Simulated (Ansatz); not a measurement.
Crystal: SiO2.

```
Si O
1.0
    -2.47729    2.47729    3.65567
     2.47729   -2.47729    3.65567
     2.47729    2.47729   -3.65567
Si O
2 4
Direct
  0.75000 0.25000 0.50000
  0.00000 0.00000 0.00000
  0.87500 0.02821 0.65321
  0.77821 0.12500 0.15321
  0.97179 0.62500 0.84679
  0.37500 0.22179 0.34679
```

The cell comes from a database or a generator and needn't be the stable form of this composition.

```yaml
Program: Ansatz 0.2.0
Task: single point
Functional: PBE
Potentials_or_basis: Ansatz PAW
Cutoff: "420 eV (not typed: the program's choice for these potentials)"
k_mesh: 8 × 8 × 8
Occupations: fermi-dirac, width 0.05 eV
Spin: no spin polarisation
```

On this cell: pressure 4.4 GPa; largest force 0.271 eV/Å; band gap on the k mesh 5.92 eV, direct.

The same run follows on a disturbed copy (atoms moved at random, drawn with an rms of 0.05 Å):

```
Si O
1.0
    -2.47729    2.47729    3.65567
     2.47729   -2.47729    3.65567
     2.47729    2.47729   -3.65567
Si O
2 4
Cartesian
  0.0183 2.4770 1.8003
  -0.0016 0.0484 -0.0332
  -0.4518 3.7067 0.9253
  -1.2007 2.0316 2.7463
  1.2009 2.9457 2.7247
  0.4821 1.2638 0.9285
```

Question: What does the disturbed cell give?

Answer: The energy moves by +34.9 meV/atom; pressure 6.4 GPa; largest force 2.755 eV/Å; band gap on the k mesh 5.85 eV, direct.

Forces in eV/Å, atoms in the order of the input:
```
Si  -1.223  0.619  0.552
Si   0.186 -1.469  0.775
O   -0.313  2.158 -1.684
O   -1.137 -0.253  0.491
O    1.990  0.715  1.312
O    0.497 -1.771 -1.446
```

Stress tensor (GPa, compression positive):
```
 6.55 -0.93  1.93
-0.93  6.42  3.06
 1.93  3.06  6.22
```

A k mesh can miss the band edges.
